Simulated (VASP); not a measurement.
# AgCl: forms and broadenings of the independent-particle spectrum

AgCl, Cmcm (no. 63), 4 atoms in the cell. PBE, independent-particle dielectric function; PAW potentials Ag, Cl (PBE set).

## Input

INCAR.step1:
```
  PREC = Accurate
  ENCUT = 300
  ISMEAR = 0
  SIGMA = 0.02
  EDIFF = 1E-8
  LASPH = True
  KPAR = 4
  LWAVE = False
  LCHARG = False
  LEPSILON = True
```

INCAR.step2, as INCAR.step1 but for:
```
- LWAVE = False
- LEPSILON = True
+ LWAVE = True
+ NBANDS = 66
```

INCAR.step3:
```
  PREC = Accurate
  ENCUT = 300
  ISMEAR = 0
  SIGMA = 0.02
  EDIFF = 1E-7
  LASPH = True
  KPAR = 4
  LWAVE = False
  LCHARG = False
  LOPTICS = True
  NBANDS = 66
  NEDOS = 2000
  CSHIFT = 0.1
  ALGO = None
  NELM = 1
  ISTART = 1
```

INCAR.step4, as INCAR.step3 but for:
```
+ LNABLA = True
```

INCAR.step5, as INCAR.step4 but for:
```
- LNABLA = True
+ LPEAD = True
+ IPEAD = 2
```

INCAR.step6, as INCAR.step5 but for:
```
- IPEAD = 2
+ IPEAD = 3
```

INCAR.step7 changes the same tag again: IPEAD = 4.

INCAR.step8, as INCAR.step7 but for:
```
- CSHIFT = 0.1
- LPEAD = True
- IPEAD = 4
+ CSHIFT = 0.03
```

INCAR.step9, as INCAR.step8 but for:
```
- CSHIFT = 0.03
+ CSHIFT = 0.05
```

INCAR.step10 changes the same tag again: CSHIFT = 0.3.

INCAR.step11, as INCAR.step10 but for:
```
- ISMEAR = 0
- CSHIFT = 0.3
+ ISMEAR = -5
+ CSHIFT = 0.1
```

INCAR.step12, as INCAR.step11 but for:
```
- ISMEAR = -5
- SIGMA = 0.02
+ ISMEAR = 0
+ SIGMA = 0.2
```

INCAR.step13, as INCAR.step12 but for:
```
- SIGMA = 0.2
+ SIGMA = 0.02
+ OMEGAMAX = 12
```

INCAR.step14, as INCAR.step13 but for:
```
- OMEGAMAX = 12
+ OMEGAMAX = 60
```

KPOINTS:
```
k-points
0
Gamma
  5 5 5
```

POSCAR:
```
AgCl
1.0
    1.8709097030     -5.5565952358      0.0000000000
    1.8709097030      5.5565952358      0.0000000000
    0.0000000000      0.0000000000      3.9240373500
Ag Cl
2 2
Direct
    0.6034446000      0.3965554000      0.2500000000
    0.3965554000      0.6034446000      0.7500000000
    0.1345512700      0.8654487300      0.7500000000
    0.8654487300      0.1345512700      0.2500000000
```

Commands (each step's output is kept before the next begins):
```
cat potpaw_PBE.64/Ag/POTCAR potpaw_PBE.64/Cl/POTCAR > POTCAR
cp INCAR.step1 INCAR
mpirun -np 4 vasp_std > vasp.out
rm WAVECAR CHG
cp INCAR.step2 INCAR
mpirun -np 4 vasp_std > vasp.out
cp INCAR.step3 INCAR
mpirun -np 4 vasp_std > vasp.out
cp INCAR.step4 INCAR
mpirun -np 4 vasp_std > vasp.out
cp INCAR.step5 INCAR
mpirun -np 4 vasp_std > vasp.out
cp INCAR.step6 INCAR
mpirun -np 4 vasp_std > vasp.out
cp INCAR.step7 INCAR
mpirun -np 4 vasp_std > vasp.out
cp INCAR.step8 INCAR
mpirun -np 4 vasp_std > vasp.out
cp INCAR.step9 INCAR
mpirun -np 4 vasp_std > vasp.out
cp INCAR.step10 INCAR
mpirun -np 4 vasp_std > vasp.out
cp INCAR.step11 INCAR
mpirun -np 4 vasp_std > vasp.out
cp INCAR.step12 INCAR
mpirun -np 4 vasp_std > vasp.out
cp INCAR.step13 INCAR
mpirun -np 4 vasp_std > vasp.out
cp INCAR.step14 INCAR
mpirun -np 4 vasp_std > vasp.out
```

## Result

- Direct gap on the mesh (eV): 1.95
- Gap on the mesh (eV): 0.56
- Bands: 66

One ground state, settings moved in the last step alone:

| Settings | ε at zero frequency | Mean energy of the absorption, weighted by Im ε (eV) | Time (s) |
|---|---|---|---|
| longitudinal form, CSHIFT 0.1 | 5.82 | 8.93 | 5 |
| transversal form (LNABLA) | 6.22 | 9.10 | 4 |
| finite differences (LPEAD), order 2 | 5.56 | 9.11 | 8 |
| finite differences (LPEAD), order 3 | 5.64 | 9.04 | 11 |
| finite differences (LPEAD), order 4 | 5.66 | 9.02 | 13 |
| CSHIFT 0.03 | 5.83 | 8.98 | 4 |
| CSHIFT 0.05 | 5.83 | 8.92 | 5 |
| CSHIFT 0.3 | 5.81 | 8.97 | 5 |
| tetrahedron method | 5.70 | 9.02 | 6 |
| SIGMA 0.2 | 5.82 | 8.93 | 6 |
| OMEGAMAX 12, which cuts the spectrum short | 5.12 | – | 5 |
| OMEGAMAX 60 | 5.82 | 8.93 | 5 |

The mean energy covers the spectrum up to 20 eV.

On the same mesh, density-functional perturbation theory with local fields gives ε = 5.63.

Limits: The 5×5×5 mesh is coarse for a spectrum: peaks stand apart that a denser mesh merges, and ε at zero frequency can be far too high.

VASP 6.6.1 took 205 s on 4 cores (Intel Xeon Platinum 8488C (Sapphire Rapids)), a shared host.
